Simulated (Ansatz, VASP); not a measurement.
One calculation of V, two programs

Contents of INCAR:

```
SYSTEM = V
ALGO     = Normal         ! electronic algorithm
EDIFF    = 1E-6           ! SCF threshold, eV
ENCUT    = 520            ! plane-wave cutoff, eV
GGA      = CA             ! functional
ISIF     = 2              ! what is computed and relaxed
ISMEAR   = -1             ! smearing method
ISPIN    = 2              ! spin polarisation
LASPH    = .TRUE.         ! aspherical terms in the spheres
LCHARG   = .FALSE.        ! write CHGCAR
LMAXMIX  = 4              ! l up to which the mixer works
LORBIT   = 11             ! projections on sites
LREAL    = .FALSE.        ! projectors in reciprocal space
LWAVE    = .FALSE.        ! write WAVECAR
MAGMOM   = 2              ! initial moments
NBANDS   = 16             ! bands
NELM     = 150            ! most SCF steps
PREC     = Accurate       ! precision mode
SIGMA    = 0.05           ! smearing width, eV
```

KPOINTS

```
k-points
0
G
  12 12 12
  0 0 0
```

File POSCAR:

```
V
1.0
   -1.4938833019      1.4938833019      1.4938833019
    1.4938833019     -1.4938833019      1.4938833019
    1.4938833019      1.4938833019     -1.4938833019
V
1
Direct
    0.0000000000      0.0000000000      0.0000000000
```

The input input.yaml:

```yaml
crystal:
  lattice:
    - [-1.4938833019, 1.4938833019, 1.4938833019]
    - [1.4938833019, -1.4938833019, 1.4938833019]
    - [1.4938833019, 1.4938833019, -1.4938833019]
  atoms:
    - { symbol: V, position: [0.0, 0.0, 0.0], spin: 2.0 }
kpoints:
  mp_grid: { grid: [12, 12, 12] }
scf:
  occupations: { method: fermi_dirac, width: 0.05 }
hamiltonian:
  xc: lda
  pseudopotentials: { kind: all_electron, lapw: { basis_error: 0.001 } }
magnetization:
  spin_polarized: true
output:
  forces: true
  stress: true
  eigenvalues: true
```

Change from the starting cell: volume scaled by 0.96.

Alike in both runs: task single point; functional LDA; k mesh 12 × 12 × 12; occupations fermi-dirac, width 0.05 eV; collinear spin.

|  | VASP | Ansatz |
| --- | --- | --- |
| version | VASP 6.6.1 | Ansatz 0.2.0 |
| potentials or method | VASP PAW LDA potentials, release 64 (V_sv) | all-electron LAPW, scalar-relativistic |
| plane-wave cutoff (eV) | 520 | see its input |

VASP gave:

| Property | Result |
| --- | --- |
| gap on the k mesh at the Fermi level (eV) | none |
| pressure (GPa) | -11.4 |
| net moment per atom (μB) | 0.00 |

Problem. Estimate Ansatz's values.

Solution. gap on the k mesh at the Fermi level (eV): none; pressure (GPa): -11.8; net moment per atom (μB): 0.00.

A gap of «none» marks a metal or a gap that the smearing closes. Ansatz ran all-electron here, so the differences hold the error of VASP's frozen core and of both bases.

Caveats: the starting moments weren't kept (Ansatz).
